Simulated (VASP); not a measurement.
# Sb (R-3m) in VASP: a series of runs

Aim: see how the results for Sb move with the level of theory and the settings. Levels: PBE, LDA. Tasks: relaxation of cell and atoms.

Everything below comes from runs of VASP 6.6.1. Logs are shortened: lines on timing, memory, paths and dates and some standing lists are left out, and cuts for length are marked.

### Step 1. The structure

Symmetry: R-3m, No. 166, trigonal system. The conventional cell has a = 4.308 Å, b = 4.308 Å, c = 11.274 Å, α = 90.00°, β = 90.00°, γ = 120.00°. Sb (site symmetry 3m) has 3 Sb at 2.91 Å as nearest neighbours.

### Step 2. Relaxation of cell and atoms, PBE

INCAR

```
SYSTEM = Sb
PREC = Accurate
ENCUT = 300
EDIFF = 1E-6
ISMEAR = 1
SIGMA = 0.1
LREAL = .False.
LASPH = .True.
NELM = 80
ALGO = Normal
ISIF = 3
LWAVE = .False.
LCHARG = .False.
GGA = PE
IBRION = 2
NSW = 90
EDIFFG = -0.01
```

KPOINTS

```
Automatic mesh
0
Gamma
  5 5 5
  0 0 0
```

POSCAR

```
Sb
1.0
    2.1542000000      1.2437279499      3.7580000000
   -2.1542000000      1.2437279499      3.7580000000
    0.0000000000     -2.4874558998      3.7580000000
Sb
2
Direct
    0.2334900000      0.2334900000      0.2334900000
    0.7665100000      0.7665100000      0.7665100000
```

Potentials or basis: VASP PAW PBE potentials, release 64 (Sb).

Launch:

```console
cat potpaw_PBE.64/Sb/POTCAR > POTCAR
mpirun -np 1 vasp_std > vasp.out
```

OUTCAR:

```text
SYSTEM = Sb
   PREC = Accurate
   ENCUT = 300
   EDIFF = 1E-6
   ISMEAR = 1
   LREAL = .False.
   LASPH = .True.
   NELM = 80
   ISIF = 3
   GGA = PE
   IBRION = 2
   NSW = 90
   EDIFFG = -0.01

 ion  position               nearest neighbor table
   1  0.233  0.233  0.233-   2 2.91   2 2.91   2 2.91   2 3.35   2 3.35   2 3.35
   2  0.767  0.767  0.767-   1 2.91   1 2.91   1 2.91   1 3.35   1 3.35   1 3.35

  LATTYP: Found a trigonal (rhomboedric) cell.
 ALAT       =     4.5066618304
 COS(alpha) =     0.5430253624

  Lattice vectors:

 A1 = (   2.1542000000,   1.2437279499,   3.7580000000)
 A2 = (  -2.1542000000,   1.2437279499,   3.7580000000)
 A3 = (   0.0000000000,  -2.4874558998,   3.7580000000)

Analysis of symmetry for initial positions (statically):
=====================================================================
 Subroutine PRICEL returns:
 Original cell was already a primitive cell.

 Routine SETGRP: Setting up the symmetry group for a
 trigonal (rhombohedral) supercell.

 Subroutine GETGRP returns: Found 12 space group operations
 (whereof 12 operations were pure point group operations)
 out of a pool of 12 trial point group operations.

The static configuration has the point symmetry D_3d.

Analysis of symmetry for dynamics (positions and initial velocities):
=====================================================================
 Subroutine PRICEL returns:
 Original cell was already a primitive cell.

 Routine SETGRP: Setting up the symmetry group for a
 trigonal (rhombohedral) supercell.

 Subroutine GETGRP returns: Found 12 space group operations
 (whereof 12 operations were pure point group operations)
 out of a pool of 12 trial point group operations.

The dynamic configuration has the point symmetry D_3d.

 Subroutine INISYM returns: Found 12 space group operations
 (whereof 12 operations are pure point group operations),
 and found     1 'primitive' translations

----------------------------------------------------------------------------------------

                                     Primitive cell

  volume of cell :      60.4115

  direct lattice vectors                    reciprocal lattice vectors
     2.154200000  1.243727950  3.758000000     0.232104726  0.134005726  0.088699663
    -2.154200000  1.243727950  3.758000000    -0.232104726  0.134005726  0.088699663
     0.000000000 -2.487455900  3.758000000     0.000000000 -0.268011452  0.088699663

  length of vectors
     4.506661830  4.506661830  4.506661830     0.282307932  0.282307932  0.282307932

  position of ions in fractional coordinates (direct lattice)
     0.233490000  0.233490000  0.233490000
     0.766510000  0.766510000  0.766510000

  ion indices of the primitive-cell ions
   primitive index   ion index
                 1           1
                 2           2

----------------------------------------------------------------------------------------

 KPOINTS: Automatic mesh

Automatic generation of k-mesh.
 Grid dimensions read from file:
 generate k-points for:    5    5    5

 Generating k-lattice:

  Cartesian coordinates                     Fractional coordinates (reciprocal lattice)
     0.046420945  0.026801145  0.017739933     0.200000000  0.000000000 -0.000000000
    -0.046420945  0.026801145  0.017739933     0.000000000  0.200000000 -0.000000000
     0.000000000 -0.053602290  0.017739933    -0.000000000 -0.000000000  0.200000000

  Length of vectors
     0.056461586  0.056461586  0.056461586

  Shift w.r.t. Gamma in fractional coordinates (k-lattice)
     0.000000000  0.000000000  0.000000000

 Subroutine IBZKPT returns following result:
 ===========================================

 Found     19 irreducible k-points:

 Following reciprocal coordinates:
            Coordinates               Weight
  0.000000  0.000000  0.000000      1.000000
  0.200000 -0.000000 -0.000000      6.000000
  0.400000 -0.000000  0.000000      6.000000
  0.200000  0.200000 -0.000000      6.000000
  0.400000  0.200000 -0.000000     12.000000
 -0.400000  0.200000  0.000000     12.000000
[... 11 lines left out ...]
  0.400000  0.400000  0.400000      2.000000
 -0.400000  0.400000  0.400000      6.000000
   k-points           NKPTS =     19   k-points in BZ     NKDIM =     19   number of bands    NBANDS=      9
   number of dos      NEDOS =    301   number of ions     NIONS =      2
   total plane-waves  NPLWV =  21952
   dimension x,y,z NGX =    28 NGY =   28 NGZ =   28
   dimension x,y,z NGXF=    56 NGYF=   56 NGZF=   56
   ions per type =               2
   NGX,Y,Z   is equivalent  to a cutoff of  10.33, 10.33, 10.33 a.u.
   NGXF,Y,Z  is equivalent  to a cutoff of  20.66, 20.66, 20.66 a.u.
 SYSTEM =  Sb
   PREC   = accura    normal or accurate (medium, high low for compatibility)
   ISTART =      0    job   : 0-new  1-cont  2-samecut
   ICHARG =      2    charge: 1-file 2-atom 10-const
   ISPIN  =      1    spin polarized calculation?
   LNONCOLLINEAR =      F non collinear calculations
   LSORBIT =      F    spin-orbit coupling
   LASPH  =      T    aspherical Exc in radial PAW
   ENCUT  =  300.0 eV  22.05 Ry    4.70 a.u.   6.36  6.36  6.36*2*pi/ulx,y,z
   NELM   =     80;   NELMIN=  2; NELMDL= -5     # of ELM steps
   EDIFF  = 0.1E-05   stopping-criterion for ELM
   LREAL  =      F    real-space projection
   EDIFFG = -.1E-01   stopping-criterion for IOM
   NSW    =     90    number of steps for IOM
   IBRION =      2    ionic relax: 0-MD 1-quasi-New 2-CG
   NFREE  =      1    steps in history (QN), initial steepest desc. (CG)
   ISIF   =      3    stress and relaxation
   ISYM   =      2    0-nonsym 1-usesym 2-fastsym
   POTIM  = 0.5000    time-step for ionic-motion
   TEBEG  =    0.0;   TEEND  =   0.0 temperature during run
   PSTRESS=    0.0 pullay stress
   NELECT =      10.0000    total number of electrons
   NUPDOWN=      -1.0000    fix difference up-down
   EMIN   =  10.00;   EMAX   =-10.00  energy-range for DOS
   EFERMI =   0.00;   METHOD = LEGACY
   ISMEAR =     1;   SIGMA  =   0.10  broadening in eV -4-tet -1-fermi 0-gaus
   EFERMI_NEDOS =   21; number of points for ismear=-14 and -15
   IALGO  =     38    algorithm
   IMIX   =      4    mixing-type and parameters
     AMIX     =   0.40;   BMIX     =  1.00
     AMIX_MAG =   1.60;   BMIX_MAG =  1.00
  volume/ion in A,a.u.               =      30.21       203.84
  Fermi-wavevector in a.u.,A,eV,Ry     =   0.898880  1.698637 10.993305  0.807985
  Thomas-Fermi vector in A             =   2.021644
   LORBIT       =      0    0 simple, 1 ext, 2 COOP (PROOUT), +10 PAW based schemes
   GGA     = PE    functional components
   LHFCALC =     F    Hartree Fock is set to
   AEXX    =    0.0000 exact exchange contribution
   IVDW    =     0    specifies the selected vdW correction
   LEPSILON=     F    determine dielectric tensor
   LRPA    =     F    only Hartree local field effects (RPA)
 conjugate gradient relaxation of ions
 non-spin polarized calculation
 Methfessel and Paxton  Order N= 1 SIGMA  =   0.10
  energy-cutoff  :      300.00
  volume of cell :       60.41
 maximum number of plane-waves:       720
 NGX is ok and might be reduce to    28
   NGX = 13   NGY = 13   NGZ = 13

--------------------------------------- Ionic step        1  -------------------------------------------

 number of electron      10.0000000 magnetization

 Free energy of the ion-electron system (eV)
  ---------------------------------------------------
  ext. energy  EPLUGINS =         0.00000000
  ---------------------------------------------------
  free energy    TOTEN  =        -8.29092667 eV

  energy without entropy =       -8.29121017  energy(sigma->0) =       -8.29102117

------------------------ aborting loop because EDIFF is reached ----------------------------------------

  FORCE on cell =-STRESS in cart. coord.  units (eV):
  Direction    XX          YY          ZZ          XY          YZ          ZX
  --------------------------------------------------------------------------------------
  -------------------------------------------------------------------------------------
  Total        1.1593651      1.1593651      0.7157581      0.0000000      0.0000000      0.0000000
  in kB       30.7476106     30.7476106     18.9826740      0.0000000      0.0000000      0.0000000
  external PRESSURE =      26.8259651 kB  Pullay stress =       0.0000000 kB

 VOLUME and BASIS-vectors are now :
 -----------------------------------------------------------------------------
  energy-cutoff  :      300.00
  volume of cell :       60.41
      direct lattice vectors                 reciprocal lattice vectors
     2.154200000  1.243727950  3.758000000     0.232104726  0.134005726  0.088699663
    -2.154200000  1.243727950  3.758000000    -0.232104726  0.134005726  0.088699663
     0.000000000 -2.487455900  3.758000000     0.000000000 -0.268011452  0.088699663
[... 217 lines left out ...]
 POSITION                                       TOTAL-FORCE (eV/Angst)
 -----------------------------------------------------------------------------------
      0.00000      0.00000      2.63890         0.000000      0.000000     -0.010889
      0.00000      0.00000      8.72427         0.000000     -0.000000      0.010889
 -----------------------------------------------------------------------------------
    total drift:                                0.000000     -0.000000     -0.000000

  FREE ENERGIE OF THE ION-ELECTRON SYSTEM (eV)
  ---------------------------------------------------
  free  energy   TOTEN  =        -8.3167700268 eV

  energy  without entropy=       -8.3170498285  energy(sigma->0) =       -8.31686329

--------------------------------------- Ionic step        8  -------------------------------------------

 number of electron       9.9999999 magnetization

 Free energy of the ion-electron system (eV)
  ---------------------------------------------------
  ext. energy  EPLUGINS =         0.00000000
  ---------------------------------------------------
  free energy    TOTEN  =        -8.31688914 eV

  energy without entropy =       -8.31717039  energy(sigma->0) =       -8.31698289

 E-fermi :   6.5691     XC(G=0):  -9.3037

 val. band max:        6.4849165643   @ k =   0.4000   0.2000   0.2000
 cond. band min:       6.8727907684   @ k =   0.4000  -0.0000   0.0000
 fundamental gap:      0.3878742041
 Fermi energy:         6.5691394110

 k-point     1 :       0.0000    0.0000    0.0000
  band No.  band energies     occupation
      1      -5.7088      2.00000
      2       1.5875      2.00000
      3       4.8092      2.00000
      4       4.8655      2.00000
      5       4.8655      2.00000
      6       8.5564     -0.00000
      7       9.2197      0.00000
      8       9.2197      0.00000
      9      11.7564      0.00000

 k-point     2 :       0.2000   -0.0000   -0.0000
  band No.  band energies     occupation
      1      -5.2952      2.00000
      2       0.2057      2.00000
      3       4.7835      2.00000
      4       4.7915      2.00000
      5       5.3840      2.00000
      6       8.1159     -0.00000
      7       8.3861     -0.00000
      8       8.4440     -0.00000
      9      11.2887      0.00000
[... 224 lines left out ...]
 POSITION                                       TOTAL-FORCE (eV/Angst)
 -----------------------------------------------------------------------------------
      0.00000      0.00000      2.64577         0.000000     -0.000000     -0.003058
      0.00000      0.00000      8.75804         0.000000      0.000000      0.003058
 -----------------------------------------------------------------------------------
    total drift:                               -0.000000     -0.000000      0.000000

  FREE ENERGIE OF THE ION-ELECTRON SYSTEM (eV)
  ---------------------------------------------------
  free  energy   TOTEN  =        -8.3168891370 eV

  energy  without entropy=       -8.3171703891  energy(sigma->0) =       -8.31698289

 reached required accuracy - stopping structural energy minimisation
```

Wall time 21 s (1 thread of Intel Xeon Platinum 8375C at 2.90GHz (Ice Lake), shared host); peak memory 0.15 GiB.

What came out:

| Quantity | Value |
| --- | --- |
| Free energy | -8.3169 eV |
| Relaxed volume | 31.85 Å³/atom |
| Relaxed cell | a = 4.572 Å, b = 4.572 Å, c = 4.572 Å, α = 57.52°, β = 57.52°, γ = 57.52° |
| Space group after relaxing (to 0.05 Å) | R-3m (No. 166) |
| Energy gained by relaxing | 13.0 meV/atom |
| Ionic steps | 8 |
| Pressure after relaxing | 0.0 GPa |
| Largest force after relaxing | 0.003 eV/Å |
| Band gap on the k mesh | 0.39 eV, indirect (least direct gap 0.62 eV) |

Forces in eV/Å, atoms in the order of the input:
```
Sb   0.000  0.000 -0.003
Sb   0.000  0.000  0.003
```

Step by step:
```csv
step,energy change (eV),largest force (eV/Å),pressure (GPa),volume (Å³)
1,0.0000,0.0752,2.68,60.41
2,-0.0141,0.2781,-1.44,64.94
3,-0.0229,0.1511,0.00,63.14
4,-0.0248,0.0924,0.01,63.28
5,-0.0257,0.0222,0.03,63.44
6,-0.0257,0.0148,0.03,63.46
7,-0.0258,0.0109,0.01,63.54
8,-0.0260,0.0031,-0.03,63.70
```

Final structure:
```cif
data_structure
_symmetry_space_group_name_H-M 'P 1'
_symmetry_Int_Tables_number 1
_cell_length_a 4.5717
_cell_length_b 4.5717
_cell_length_c 4.5717
_cell_angle_alpha 57.517
_cell_angle_beta 57.517
_cell_angle_gamma 57.517
_cell_volume 63.70
loop_
_atom_site_label
_atom_site_type_symbol
_atom_site_fract_x
_atom_site_fract_y
_atom_site_fract_z
_atom_site_occupancy
Sb1 Sb 0.23201 0.23201 0.23201 1
Sb2 Sb 0.76799 0.76799 0.76799 1
```

Levels at points of the mesh, in eV from the valence-band top:
```csv
k point,band 3,band 4,band 5,band 6,band 7,band 8
"(0.00, 0.00, 0.00)",-1.68,-1.62,-1.62,2.07,2.73,2.73
```

Caveat: spin-orbit coupling is left out, which moves the levels of the heavy elements; an odd mesh through Γ misses points on the zone boundary, where band edges often lie. Zero-point motion and thermal expansion aren't in these numbers.

(Continued in part 2 of 3.)
